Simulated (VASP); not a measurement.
Data:

```
InN
1.0
    0.00000     2.48793     2.48793
    2.48793     0.00000     2.48793
    2.48793     2.48793     0.00000
In N
1 1
Direct
  0.00000   0.00000   0.00000
  0.25000   0.25000   0.25000
```

All values below come from revPBE GGA, VASP's PBE PAW potentials (set 64) (plane waves; VASP). Numerical set-up: 320 eV cut-off, 2×2×2 Γ-centred mesh shifted by (0.5, 0.5, 0.5), Fermi-Dirac smearing of 0.14 eV, potentials In_d N.

At this cut-off the stress carries a Pulay error, which pulls relaxed volumes low.

**Question.** The ions, cell shape and volume are relaxed. Which structure does the run end with?

**Answer.** 
```
InN
1.0
    0.00000     2.47709     2.47709
    2.47709     0.00000     2.47709
    2.47709     2.47709     0.00000
In N
1 1
Direct
  0.00000   0.00000   0.00000
  0.25000   0.25000   0.25000
```
Space group F-43m (216), at a tolerance of 0.03 Å.

**Question.** How do energy and volume change from the first to the last step?

**Answer.** The energy (σ→0) changes by -1.5 meV/atom and the volume by -1.3 %, in 3 ionic steps.

The structure comes from a computed database's InN entry; how it stands against other phases isn't given here. This run relaxes it. Symmetry was kept, so distortions that lower it aren't found. The k-mesh is coarse (spacing up to 1.10 per Å, 2π included), so the numbers may not be converged in it. The run is one of a series of settings (EDIFFG = -0.01, ENCUT = 320, IBRION = 2, ISIF = 3, NSW = 50, KPOINTS 2×2×2 Γ-centred mesh shifted by (0.5, 0.5, 0.5) against the base run), some of them coarse on purpose.
